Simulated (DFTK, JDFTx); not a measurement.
This is a calculation of Ru (Ruthenium) for DFTK 0.8.2. Atoms were shifted at random by some hundredths of an Å from the given cell, which wasn't relaxed again for these runs. 

Contents of run.jl:

```julia
using DFTK
using PseudoPotentialData
using Unitful, UnitfulAtomic
using LinearAlgebra, Printf
include("save.jl")
disable_threading()

# lattice vectors are the columns
lattice = austrip(1u"Å") * [        2.7058        -1.3529            0.0;
                      0.0   2.3432915376            0.0;
                      0.0            0.0         4.2819]
symbols   = [:Ru, :Ru]
positions = [[0.672362, 0.343846, 0.745184],
             [0.321574, 0.680431, 0.243667]]
pseudopotentials = PseudoFamily("dojo.nc.sr.pbesol.v0_4_1.standard.upf")
elements = Dict(s => ElementPsp(s, pseudopotentials) for s in unique(symbols))
atoms    = [elements[s] for s in symbols]

build_model(lattice, positions; symmetries=true) =
    model_DFT(lattice, atoms, positions;
              functionals=PBEsol(),
              temperature=austrip(0.05u"eV"),
              smearing=Smearing.FermiDirac(),
              symmetries)
Ecut  = 42.0  # hartree
kgrid = [11, 11, 6]
tol   = 1e-6
to_GPa = ustrip(uconvert(u"GPa", 1u"hartree/bohr^3"))

model = build_model(lattice, positions)
basis = PlaneWaveBasis(model; Ecut, kgrid)
display(basis)
scfres = self_consistent_field(basis;
                               tol,
                               nbandsalg=AdaptiveBands(model; n_bands_converge=21))
display(scfres.energies)
@printf "Fermi level: %.6f eV\n" ustrip(auconvert(u"eV", something(scfres.εF, NaN)))
forces = compute_forces_cart(scfres)
println("Forces (eV/Å)")
for (s, f) in zip(symbols, forces)
    @printf "%-3s %12.6f %12.6f %12.6f\n" s ustrip.(auconvert.(u"eV/Å", f))...
end
stress = compute_stresses_cart(scfres)
println("Stress (GPa)")
display(round.(stress * to_GPa; digits=4))
println("Levels at the first k-point (eV): ", round.(ustrip.(auconvert.(u"eV", scfres.eigenvalues[1][1:scfres.n_bands_converge])); digits=4))
save_scf!(scfres; forces, stress)
```

Potentials or basis: dojo.nc.sr.pbesol.v0_4_1.standard.upf (PBEsol).

The run is started by

```sh
$ julia --threads=1 run.jl  # save.jl only writes the numbers to a file and isn't shown; printed stress counts tension as positive; times include loading and compiling
```

**Question.** What does the same run look like in JDFTx 1.7.0 (patched build)? Potentials or basis there: PseudoDojo-SR-PBEsol-0.4.1-standard with smoothed tails, cutoff 1143 eV.

**Answer.** As run (cutoffs and basis follow the program's own potentials, and thresholds, step limits or extra output files can differ):

Contents of Ru.in:

```
lattice \
    5.1132209480    -2.5566104740     0.0000000000 \
    0.0000000000     4.4281792362     0.0000000000 \
    0.0000000000     0.0000000000     8.0916182930
coords-type Lattice
ion Ru     0.6723620000     0.3438460000     0.7451840000 1
ion Ru     0.3215740000     0.6804310000     0.2436670000 1

ion-species pseudo/Ru.upf
elec-cutoff 42 336
elec-ex-corr gga-PBEsol
kpoint-folding 11 11 6
elec-smearing Fermi 0.0018374661
elec-n-bands 23
electronic-SCF nIterations 100 energyDiffThreshold 1e-09
electronic-minimize nIterations 30 energyDiffThreshold 1e-7
converge-empty-states yes
forces-output-coords Cartesian

dump-name run.$VAR
dump End Ecomponents EigStats BandEigs Kpoints Forces Stress
```

Potentials or basis: PseudoDojo-SR-PBEsol-0.4.1-standard with smoothed tails.

Launch:

```sh
$ jdftx -c 1 -i Ru.in -o Ru.out
```

Both were run:

|  | DFTK | JDFTx |
| --- | --- | --- |
| Pressure | -5.6 GPa | -5.6 GPa |
| Largest force | 0.349 eV/Å | 0.349 eV/Å |

Pressure is positive in compression.
